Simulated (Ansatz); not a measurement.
Cd: levels along high-symmetry lines

```xyz
2
Lattice="2.9789 0.0000 0.0000 -1.4894 2.5798 0.0000 0.0000 0.0000 5.6177" Properties=species:S:1:pos:R:3 pbc="T T T"
Cd    0.0000    1.7199    1.4044
Cd    1.4894    0.8599    4.2132
```

Atoms are numbered in the order listed.

The conventional cell has a = 2.979 Å, b = 2.979 Å, c = 5.618 Å, α = 90.00°, β = 90.00°, γ = 120.00°. Cd (atom 1) has 12 Cd at 2.98 to 3.29 Å as nearest neighbours.

The cell is COD entry 9008490, as deposited and not checked against the literature; nothing was relaxed.

Theory: Ansatz 0.2.0, DFT, PBE, all-electron LAPW, Dirac equation with spin-orbit coupling.

Sampling and basis: a Γ-centred 14×14×7 k mesh, Fermi–Dirac smearing of 0.05 eV, basis error target 0.25 meV/atom, no spin polarisation.

Points in fractions of the reciprocal vectors of this cell: Γ (0, 0, 0), M (0.5, 0, 0), K (0.333, 0.333, 0), A (0, 0, 0.5), L (0.5, 0, 0.5), H (0.333, 0.333, 0.5). The path joins them by straight lines in the order Γ–M–K–Γ–A–L–H–A–L; legs that retrace an earlier one aren't tabulated. Energies are in eV from the Fermi level.

Problem. Metal or insulator at this level of theory?

Solution. No gap opens: metallic or semimetallic.

Problem. Tabulate bands 36 to 43, counted from the lowest band of the run, along the path.

Solution. 
| k (1/Å) | point | band 36 | band 37 | band 38 | band 39 | band 40 | band 41 | band 42 | band 43 |
| --- | --- | --- | --- | --- | --- | --- | --- | --- | --- |
| 0.00 | Γ | -8.53 | -8.29 | -8.29 | -3.07 | -3.07 | -3.04 | -3.04 | 10.28 |
| 0.24 |  | -8.54 | -8.35 | -8.35 | -2.89 | -2.89 | -2.68 | -2.68 | 10.61 |
| 0.49 |  | -8.39 | -7.87 | -7.87 | -2.41 | -2.41 | -1.64 | -1.64 | 7.72 |
| 0.73 |  | -8.33 | -6.48 | -6.48 | -1.45 | -1.45 | -0.14 | -0.14 | 4.16 |
| 0.97 |  | -8.16 | -4.55 | -4.55 | -0.09 | -0.09 | 1.08 | 1.08 | 1.64 |
| 1.22 | M | -8.07 | -2.37 | -2.37 | -1.86 | -1.86 | 1.91 | 1.91 | 2.99 |
| 1.36 |  | -8.11 | -2.24 | -2.24 | -1.78 | -1.78 | 2.02 | 2.02 | 3.09 |
| 1.50 |  | -8.20 | -1.89 | -1.89 | -1.55 | -1.55 | 2.33 | 2.33 | 3.36 |
| 1.64 |  | -8.30 | -1.33 | -1.33 | -1.17 | -1.17 | 2.84 | 2.84 | 3.43 |
| 1.78 |  | -8.39 | -0.67 | -0.67 | -0.62 | -0.62 | 1.86 | 1.86 | 3.57 |
| 1.92 | K | -8.45 | -0.04 | -0.04 | 0.04 | 0.04 | 0.38 | 0.38 | 4.30 |
| 2.20 |  | -8.29 | -2.98 | -2.98 | 1.50 | 1.50 | 1.90 | 1.90 | 2.37 |
| 2.48 |  | -8.32 | -5.55 | -5.55 | -0.75 | -0.75 | 0.70 | 0.70 | 4.50 |
| 2.76 |  | -8.43 | -7.45 | -7.45 | -2.16 | -2.16 | -1.21 | -1.21 | 7.78 |
| 3.05 |  | -8.52 | -8.36 | -8.36 | -2.84 | -2.84 | -2.56 | -2.56 | 10.71 |
| 3.33 | Γ | -8.53 | -8.29 | -8.29 | -3.07 | -3.07 | -3.04 | -3.04 | 10.28 |
| 3.44 |  | -8.52 | -8.30 | -8.30 | -4.13 | -4.13 | -1.88 | -1.88 | 9.66 |
| 3.55 |  | -8.50 | -8.31 | -8.31 | -5.11 | -5.11 | -0.62 | -0.62 | 8.33 |
| 3.66 |  | -8.34 | -8.32 | -8.32 | -5.98 | -5.98 | 0.74 | 0.74 | 6.79 |
| 3.77 |  | -8.37 | -7.91 | -7.91 | -6.74 | -6.74 | 2.17 | 2.17 | 5.21 |
| 3.89 | A | -8.40 | -7.38 | -7.38 | -7.38 | -7.38 | 3.66 | 3.66 | 3.66 |
| 4.13 |  | -8.47 | -7.09 | -7.09 | -7.09 | -7.09 | 3.91 | 3.91 | 3.91 |
| 4.37 |  | -8.51 | -6.32 | -6.32 | -6.32 | -6.32 | 4.60 | 4.60 | 4.60 |
| 4.62 |  | -8.39 | -5.05 | -5.05 | -5.05 | -5.05 | 5.10 | 5.10 | 5.10 |
| 4.86 |  | -8.20 | -3.26 | -3.26 | -3.26 | -3.26 | 2.21 | 2.21 | 2.21 |
| 5.10 | L | -8.11 | -1.57 | -1.57 | -1.57 | -1.57 | 0.07 | 0.07 | 0.07 |
| 5.24 |  | -8.15 | -1.44 | -1.44 | -1.44 | -1.44 | 0.12 | 0.12 | 0.13 |
| 5.39 |  | -8.26 | -1.05 | -1.05 | -1.04 | -1.04 | 0.28 | 0.28 | 0.30 |
| 5.53 |  | -8.34 | -0.46 | -0.46 | -0.43 | -0.43 | 0.56 | 0.56 | 0.59 |
| 5.67 |  | -8.37 | 0.28 | 0.28 | 0.35 | 0.35 | 0.99 | 0.99 | 1.04 |
| 5.81 | H | -8.38 | 0.93 | 0.93 | 1.08 | 1.08 | 1.50 | 1.50 | 1.52 |
| 6.09 |  | -8.32 | -1.70 | -1.70 | -1.70 | -1.70 | 3.14 | 3.14 | 3.20 |
| 6.37 |  | -8.32 | -4.20 | -4.20 | -4.20 | -4.20 | 5.66 | 5.66 | 5.67 |
| 6.65 |  | -8.48 | -5.97 | -5.97 | -5.97 | -5.97 | 4.90 | 4.90 | 4.90 |
| 6.93 |  | -8.48 | -7.01 | -7.01 | -7.00 | -7.00 | 3.99 | 3.99 | 3.99 |
| 7.21 | A | -8.40 | -7.38 | -7.38 | -7.38 | -7.38 | 3.66 | 3.66 | 3.66 |
